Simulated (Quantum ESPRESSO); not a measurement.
# SrO in Quantum ESPRESSO: further runs

Aim: see how the results for SrO move with the level of theory and the settings. Levels: AM05, PW91. Tasks: work function.

Everything below comes from runs of Quantum ESPRESSO 7.5. Logs are shortened: lines on timing, memory, paths and dates and some standing lists are left out, and cuts for length are marked.

**1. The structure**

The cell holds a sheet with vacuum, 4 atoms: a = 4.893 Å, b = 4.893 Å, c = 30.417 Å, α = 90.00°, β = 90.00°, γ = 90.00°.

The cell was built by a generator and needn't be a form met in nature.

**2. Work function, AM05**

pw.in reads:

```
&CONTROL
  calculation = 'scf'
  prefix = 'pwscf'
  outdir = './tmp'
  pseudo_dir = './pseudo'
  tprnfor = .true.
  disk_io = 'low'
/
&SYSTEM
  ibrav = 0
  celldm(1) = 8
  nat = 4
  ntyp = 2
  ecutwfc = 88
  nbnd = 24
  input_dft = 'XC-000I-000I-120L-135L-000I-000I'
  occupations = 'smearing'
  smearing = 'fd'
  degauss = 0.00367493
/
&ELECTRONS
  conv_thr = 4d-09
  electron_maxstep = 150
  mixing_beta = 0.3
  mixing_mode = 'local-TF'
/
ATOMIC_SPECIES
Sr    87.6200 Sr_ONCV_PBE-1.2.upf
O     15.9990 O_ONCV_PBE-1.2.upf
CELL_PARAMETERS alat
  1.1558037409742   0.0000000000000   0.0000000000000
  0.0000000000000   1.1558037409742   0.0000000000000
  0.0000000000000   0.0000000000000   7.1849513200162
ATOMIC_POSITIONS crystal
Sr     0.0000000000    0.0000000000    0.2958900000
Sr     0.5000000000    0.5000000000    0.2958900000
O      0.5000000000    0.0000000000    0.3049900000
O      0.0000000000    0.5000000000    0.2867800000
K_POINTS automatic
5 5 1 0 0 0
```

pp_density.in reads:

```
&INPUTPP
  prefix = 'pwscf'
  outdir = './tmp'
  filplot = 'density.dat'
  plot_num = 0
/
&PLOT
  nfile = 1
  filepp(1) = 'density.dat'
  iflag = 3
  output_format = 6
  fileout = 'density.cube'
/
```

pp_potential.in reads:

```
&INPUTPP
  prefix = 'pwscf'
  outdir = './tmp'
  filplot = 'potential.dat'
  plot_num = 11
/
&PLOT
  nfile = 1
  filepp(1) = 'potential.dat'
  iflag = 3
  output_format = 6
  fileout = 'potential.cube'
/
```

pp_elf.in reads:

```
&INPUTPP
  prefix = 'pwscf'
  outdir = './tmp'
  filplot = 'elf.dat'
  plot_num = 8
/
&PLOT
  nfile = 1
  filepp(1) = 'elf.dat'
  iflag = 3
  output_format = 6
  fileout = 'elf.cube'
/
```

Potentials or basis: SG15 PBE 1.2.

On the command line:

```sh
> OMP_NUM_THREADS=1 mpirun -n 2 pw.x -in pw.in > pw.out
> OMP_NUM_THREADS=1 mpirun -n 1 pp.x -in pp_density.in > pp_density.out
> OMP_NUM_THREADS=1 mpirun -n 1 pp.x -in pp_potential.in > pp_potential.out
> OMP_NUM_THREADS=1 mpirun -n 1 pp.x -in pp_elf.in > pp_elf.out
```

pw.out:

```text
This program is part of the open-source Quantum ESPRESSO suite
     for quantum simulation of materials; please cite
         "P. Giannozzi et al., J. Phys.:Condens. Matter 21 395502 (2009);
         "P. Giannozzi et al., J. Phys.:Condens. Matter 29 465901 (2017);
         "P. Giannozzi et al., J. Chem. Phys. 152 154105 (2020);
     in publications or presentations arising from this work. More details at

     IMPORTANT: XC functional enforced from input :
     Exchange-correlation= XC-000I-000I-120L-135L-000I-000I
                           (   0   0 120 135   0   0   0)
     Any further DFT definition will be discarded
     Please, verify this is what you really want

     Message from routine setup:
     using ibrav=0 with symmetry is DISCOURAGED, use correct ibrav instead

     Subspace diagonalization in iterative solution of the eigenvalue problem:
     a serial algorithm will be used

     --------------------
     sticks:   dense  smooth     PW     G-vecs:    dense   smooth      PW
     Min        1196    1196    328               274000   274000   38694
     Max        1197    1197    329               274007   274007   38701
     Sum        2393    2393    657               548007   548007   77395

     Using Slab Decomposition

     bravais-lattice index     =            0
     lattice parameter (alat)  =       8.0000  a.u.
     unit-cell volume          =    4914.3036 (a.u.)^3
     number of atoms/cell      =            4
     number of atomic types    =            2
     number of electrons       =        32.00
     number of Kohn-Sham states=           24
     kinetic-energy cutoff     =      88.0000  Ry
     charge density cutoff     =     352.0000  Ry
     scf convergence threshold =      4.0E-09
     mixing beta               =       0.3000
     number of iterations used =            8  local-TF  mixing
     Exchange-correlation= XC-000I-000I-120L-135L-000I-000I
                           (   0   0 120 135   0   0   0)

     celldm(1)=   8.000000  celldm(2)=   0.000000  celldm(3)=   0.000000
     celldm(4)=   0.000000  celldm(5)=   0.000000  celldm(6)=   0.000000

     crystal axes: (cart. coord. in units of alat)
               a(1) = (   1.155804   0.000000   0.000000 )
               a(2) = (   0.000000   1.155804   0.000000 )
               a(3) = (   0.000000   0.000000   7.184951 )

     reciprocal axes: (cart. coord. in units 2 pi/alat)
               b(1) = (  0.865199  0.000000  0.000000 )
               b(2) = (  0.000000  0.865199  0.000000 )
               b(3) = (  0.000000  0.000000  0.139180 )

     PseudoPot. # 1 for Sr read from file:
     Sr_ONCV_PBE-1.2.upf
     Pseudo is Norm-conserving, Zval = 10.0
     Generated using ONCVPSP code by D. R. Hamann
     Using radial grid of  602 points,  6 beta functions with:
                l(1) =   0
                l(2) =   0
                l(3) =   1
                l(4) =   1
                l(5) =   2
                l(6) =   2

     PseudoPot. # 2 for O  read from file:
     O_ONCV_PBE-1.2.upf
     Pseudo is Norm-conserving, Zval =  6.0
     Generated using ONCVPSP code by D. R. Hamann
     Using radial grid of  602 points,  4 beta functions with:
                l(1) =   0
                l(2) =   0
                l(3) =   1
                l(4) =   1

     atomic species   valence    mass     pseudopotential
     Sr               10.00    87.62000     Sr( 1.00)
     O                 6.00    15.99900     O ( 1.00)

      8 Sym. Ops. (no inversion) found ( 4 have fractional translation)

   Cartesian axes

     site n.     atom                  positions (alat units)
         1        Sr     tau(   1) = (   0.0000000   0.0000000   2.1259552  )
         2        Sr     tau(   2) = (   0.5779019   0.5779019   2.1259552  )
         3        O      tau(   3) = (   0.5779019   0.0000000   2.1913383  )
         4        O      tau(   4) = (   0.0000000   0.5779019   2.0605003  )

     number of k points=     6  Fermi-Dirac smearing, width (Ry)=  0.0037
                       cart. coord. in units 2pi/alat
        k(    1) = (   0.0000000   0.0000000   0.0000000), wk =   0.0800000
        k(    2) = (   0.0000000   0.1730398   0.0000000), wk =   0.3200000
        k(    3) = (   0.0000000   0.3460795   0.0000000), wk =   0.3200000
        k(    4) = (   0.1730398   0.1730398   0.0000000), wk =   0.3200000
        k(    5) = (   0.1730398   0.3460795   0.0000000), wk =   0.6400000
        k(    6) = (   0.3460795   0.3460795   0.0000000), wk =   0.3200000

     Dense  grid:   548007 G-vectors     FFT dimensions: (  60,  60, 360)

     WARNING: libxc functional with ID  120 depends
      on external parameters: check the user_guide of
      QE if you need to modify them or to check their
      default values.

     WARNING: libxc functional with ID  135 depends
      on external parameters: check the user_guide of
      QE if you need to modify them or to check their
      default values.

     Initial potential from superposition of free atoms

     starting charge      31.4365, renormalised to      32.0000

     negative rho (up, down):  3.480E-03 0.000E+00
     Starting wfcs are random

     Self-consistent Calculation

     iteration #  1     ecut=    88.00 Ry     beta= 0.30
     Davidson diagonalization with overlap
     ethr =  1.00E-02,  avg # of iterations = 12.2

     negative rho (up, down):  1.914E-04 0.000E+00

     total energy              =    -188.40948092 Ry
     estimated scf accuracy    <       1.01091039 Ry

     iteration #  2     ecut=    88.00 Ry     beta= 0.30
     Davidson diagonalization with overlap
     ethr =  3.16E-03,  avg # of iterations =  2.7

     negative rho (up, down):  9.655E-06 0.000E+00

     total energy              =    -188.12149428 Ry
     estimated scf accuracy    <       0.61260194 Ry

     iteration #  3     ecut=    88.00 Ry     beta= 0.30
     Davidson diagonalization with overlap
     ethr =  1.91E-03,  avg # of iterations =  3.0

     negative rho (up, down):  9.272E-07 0.000E+00

     total energy              =    -188.23946939 Ry
     estimated scf accuracy    <       0.18949722 Ry

     iteration #  4     ecut=    88.00 Ry     beta= 0.30
     Davidson diagonalization with overlap
     ethr =  5.92E-04,  avg # of iterations =  4.8

     negative rho (up, down):  3.314E-08 0.000E+00

     total energy              =    -188.30637035 Ry
     estimated scf accuracy    <       0.17856831 Ry

     iteration #  5     ecut=    88.00 Ry     beta= 0.30
     Davidson diagonalization with overlap
     ethr =  5.58E-04,  avg # of iterations =  1.2

     total energy              =    -188.24567772 Ry
     estimated scf accuracy    <       0.15555955 Ry

     iteration #  6     ecut=    88.00 Ry     beta= 0.30
     Davidson diagonalization with overlap
     ethr =  4.86E-04,  avg # of iterations =  3.0

     negative rho (up, down):  2.321E-04 0.000E+00

     total energy              =    -188.27286140 Ry
     estimated scf accuracy    <       0.01433438 Ry

     iteration #  7     ecut=    88.00 Ry     beta= 0.30
     Davidson diagonalization with overlap
     ethr =  4.48E-05,  avg # of iterations = 12.3

     negative rho (up, down):  9.929E-05 0.000E+00

     total energy              =    -188.26801435 Ry
     estimated scf accuracy    <       0.02922069 Ry

     iteration #  8     ecut=    88.00 Ry     beta= 0.30
     Davidson diagonalization with overlap
     ethr =  4.48E-05,  avg # of iterations =  2.0

     negative rho (up, down):  2.120E-02 0.000E+00

     total energy              =    -188.26802740 Ry
     estimated scf accuracy    <       0.00612211 Ry
[... 109 lines left out ...]
     iteration # 21     ecut=    88.00 Ry     beta= 0.30
     Davidson diagonalization with overlap
     ethr =  3.65E-09,  avg # of iterations =  6.3

     negative rho (up, down):  1.505E-05 0.000E+00

     total energy              =    -188.26840806 Ry
     estimated scf accuracy    <       0.00000309 Ry

     iteration # 22     ecut=    88.00 Ry     beta= 0.30
     Davidson diagonalization with overlap
     ethr =  3.65E-09,  avg # of iterations =  5.8

     negative rho (up, down):  3.598E-05 0.000E+00

     total energy              =    -188.26840793 Ry
     estimated scf accuracy    <       0.00000058 Ry

     iteration # 23     ecut=    88.00 Ry     beta= 0.30
     Davidson diagonalization with overlap
     ethr =  1.83E-09,  avg # of iterations =  4.5

     negative rho (up, down):  6.225E-05 0.000E+00

     total energy              =    -188.26840760 Ry
     estimated scf accuracy    <       0.00000007 Ry

     iteration # 24     ecut=    88.00 Ry     beta= 0.30
     Davidson diagonalization with overlap
     ethr =  2.13E-10,  avg # of iterations =  5.8

     negative rho (up, down):  5.523E-05 0.000E+00

     total energy              =    -188.26840749 Ry
     estimated scf accuracy    <       0.00000004 Ry

     iteration # 25     ecut=    88.00 Ry     beta= 0.30
     Davidson diagonalization with overlap
     ethr =  1.34E-10,  avg # of iterations =  4.3

     negative rho (up, down):  3.058E-05 0.000E+00

     total energy              =    -188.26840739 Ry
     estimated scf accuracy    <       0.00000002 Ry

     iteration # 26     ecut=    88.00 Ry     beta= 0.30
     Davidson diagonalization with overlap
     ethr =  4.93E-11,  avg # of iterations =  3.3

     End of self-consistent calculation

          k = 0.0000 0.0000 0.0000 ( 68531 PWs)   bands (ev):

   -35.4568 -35.3048 -17.9756 -17.7751 -17.7751 -17.6136 -17.4690 -17.3124
   -17.0735 -17.0735  -3.2444  -2.8987  -2.5352  -2.5352  -2.5235  -2.5235
    -0.3893   0.7438   1.0020   1.3087   1.4262   1.5940   2.1037   2.3010

          k = 0.0000 0.1730 0.0000 ( 68496 PWs)   bands (ev):

   -35.4415 -35.3185 -18.3932 -18.0928 -17.7778 -17.7119 -17.6295 -17.1447
   -16.6930 -16.3946  -3.3038  -3.2244  -2.9411  -2.8145  -2.5992  -2.5809
    -0.1052   0.9701   1.2538   1.5497   1.6795   2.0459   2.3357   2.5406

          k = 0.0000 0.3461 0.0000 ( 68512 PWs)   bands (ev):

   -35.4022 -35.3552 -18.6966 -18.5917 -17.7306 -17.6733 -17.5431 -17.3266
   -16.0068 -15.8743  -3.7857  -3.7014  -3.2653  -3.1424  -2.6881  -2.6668
     0.5986   1.5484   1.7865   2.0055   2.2779   2.3969   2.5207   3.0324

          k = 0.1730 0.1730 0.0000 ( 68427 PWs)   bands (ev):

   -35.4288 -35.3293 -18.6974 -18.4634 -17.7718 -17.6442 -17.4990 -17.0226
   -16.3689 -16.1328  -3.4557  -3.3609  -3.1464  -2.9454  -2.8930  -2.8597
     0.1569   1.1947   1.5051   1.7908   1.9298   2.3887   2.5681   2.8010

          k = 0.1730 0.3461 0.0000 ( 68511 PWs)   bands (ev):

   -35.3966 -35.3585 -18.9636 -18.8787 -17.7293 -17.6804 -17.2802 -17.0967
   -15.8323 -15.7316  -3.9227  -3.8164  -3.3926  -3.2816  -3.0310  -3.0136
     0.8398   1.7610   1.9862   2.2558   2.5150   2.6054   2.7167   3.2407

          k = 0.3461 0.3461 0.0000 ( 68558 PWs)   bands (ev):

   -35.3830 -35.3684 -19.2456 -19.2140 -17.7116 -17.6928 -17.0124 -16.9381
   -15.4932 -15.4552  -4.2427  -4.1835  -3.6141  -3.5704  -3.3390  -3.3354
     1.4726   2.1665   2.3875   2.8982   3.0048   3.0602   3.3144   3.3741

     the Fermi energy is    -1.4160 ev

!    total energy              =    -188.26840731 Ry
     estimated scf accuracy    <          1.7E-09 Ry
     smearing contrib. (-TS)   =      -0.00000000 Ry
     internal energy E=F+TS    =    -188.26840731 Ry

     The total energy is F=E-TS. E is the sum of the following terms:
     one-electron contribution =   -1315.00310236 Ry
     hartree contribution      =     660.90541078 Ry
     xc contribution           =     -31.07013952 Ry
     ewald contribution        =     496.89942378 Ry

     convergence has been achieved in  26 iterations

     Forces acting on atoms (cartesian axes, Ry/au):

     atom    1 type  1   force =     0.00000000    0.00000000   -0.00005924
     atom    2 type  1   force =     0.00000000    0.00000000   -0.00005924
     atom    3 type  2   force =     0.00000000    0.00000000   -0.00186694
     atom    4 type  2   force =     0.00000000    0.00000000    0.00198543

     Total force =     0.002727     Total SCF correction =     0.000008

=------------------------------------------------------------------------------=
   JOB DONE.
=------------------------------------------------------------------------------=
```

It took 5.7 min on 2 MPI ranks of Arm Neoverse V1, shared host; peak memory 1 GiB.

What came out:

* Free energy: -2561.5222 eV
* Largest force: 0.051 eV/Å
* Band gap on the k mesh: 2.13 eV, direct
* Ionisation potential of the upper face: 3.64 eV
* Electron affinity of the upper face: 1.51 eV

Forces in eV/Å, atoms in the order of the input:
```
Sr   0.000  0.000 -0.002
Sr   0.000  0.000 -0.002
O    0.000  0.000 -0.048
O    0.000  0.000  0.051
```

Caveat: the potentials were made for another functional, which shifts forces and pressure; ionisation potential and electron affinity come from Kohn-Sham levels, which understate the gap. As with any semilocal functional, this AM05 gap is likely too small.

**3. Work function, PW91**

Edit pw.in of step 2 so:

```diff
@@ -15,3 +15,3 @@
   nbnd = 24
-  input_dft = 'XC-000I-000I-120L-135L-000I-000I'
+  input_dft = 'pw91'
   occupations = 'smearing'
```

pp_density.in is that of step 2.

pp_potential.in is that of step 2.

pp_elf.in is that of step 2.

Potentials or basis: SG15 PBE 1.2.

On the command line:

```sh
> OMP_NUM_THREADS=1 mpirun -n 2 pw.x -in pw.in > pw.out
> OMP_NUM_THREADS=1 mpirun -n 1 pp.x -in pp_density.in > pp_density.out
> OMP_NUM_THREADS=1 mpirun -n 1 pp.x -in pp_potential.in > pp_potential.out
> OMP_NUM_THREADS=1 mpirun -n 1 pp.x -in pp_elf.in > pp_elf.out
```

pw.out:

```text
This program is part of the open-source Quantum ESPRESSO suite
     for quantum simulation of materials; please cite
         "P. Giannozzi et al., J. Phys.:Condens. Matter 21 395502 (2009);
         "P. Giannozzi et al., J. Phys.:Condens. Matter 29 465901 (2017);
         "P. Giannozzi et al., J. Chem. Phys. 152 154105 (2020);
     in publications or presentations arising from this work. More details at

     IMPORTANT: XC functional enforced from input :
     Exchange-correlation= PW91
                           (   1   4   2   2   0   0   0)
     Any further DFT definition will be discarded
     Please, verify this is what you really want

     Message from routine setup:
     using ibrav=0 with symmetry is DISCOURAGED, use correct ibrav instead

     Subspace diagonalization in iterative solution of the eigenvalue problem:
     a serial algorithm will be used

     --------------------
[... 318 lines left out ...]
     ethr =  1.76E-11,  avg # of iterations =  2.0

     End of self-consistent calculation

          k = 0.0000 0.0000 0.0000 ( 68531 PWs)   bands (ev):

   -35.6392 -35.4910 -18.1483 -17.9598 -17.9598 -17.8312 -17.5267 -17.4085
   -17.2801 -17.2801  -3.3367  -2.9791  -2.6447  -2.6447  -2.6227  -2.6227
    -0.6811   0.3839   1.0705   1.3469   1.4306   1.5934   2.1442   2.2133
[... 27 lines left out ...]
   -35.5673 -35.5531 -19.3528 -19.3210 -17.9265 -17.9083 -17.2216 -17.1499
   -15.6448 -15.6093  -4.2946  -4.2384  -3.6841  -3.6405  -3.4165  -3.4154
     1.1759   1.8697   2.0439   2.7061   2.8556   2.9546   3.0519   3.3272

     the Fermi energy is    -1.6077 ev

!    total energy              =    -188.97533873 Ry
     estimated scf accuracy    <          1.6E-09 Ry
     smearing contrib. (-TS)   =      -0.00000000 Ry
     internal energy E=F+TS    =    -188.97533873 Ry

     The total energy is F=E-TS. E is the sum of the following terms:
     one-electron contribution =   -1315.28204730 Ry
     hartree contribution      =     661.28242270 Ry
     xc contribution           =     -31.87513791 Ry
     ewald contribution        =     496.89942378 Ry

     convergence has been achieved in  26 iterations

     Forces acting on atoms (cartesian axes, Ry/au):

     atom    1 type  1   force =     0.00000000    0.00000000   -0.00006381
     atom    2 type  1   force =     0.00000000    0.00000000   -0.00006381
     atom    3 type  2   force =     0.00000000    0.00000000   -0.00225443
     atom    4 type  2   force =     0.00000000    0.00000000    0.00238205

     Total force =     0.003281     Total SCF correction =     0.000021

=------------------------------------------------------------------------------=
   JOB DONE.
=------------------------------------------------------------------------------=
```

Wall time 5.6 min (2 MPI ranks of Arm Neoverse V1, shared host); peak memory 1 GiB.

Results:

- Free energy: -2571.1405 eV
- Largest force: 0.061 eV/Å
- Band gap on the k mesh: 1.94 eV, direct
- Ionisation potential of the upper face: 3.74 eV
- Electron affinity of the upper face: 1.80 eV

Forces on the atoms (eV/Å):
```
Sr   0.000  0.000 -0.002
Sr   0.000  0.000 -0.002
O    0.000  0.000 -0.058
O    0.000  0.000  0.061
```

Caveat: the potentials were made for another functional, which shifts forces and pressure; ionisation potential and electron affinity come from Kohn-Sham levels, which understate the gap. As with any semilocal functional, this PW91 gap is likely too small.
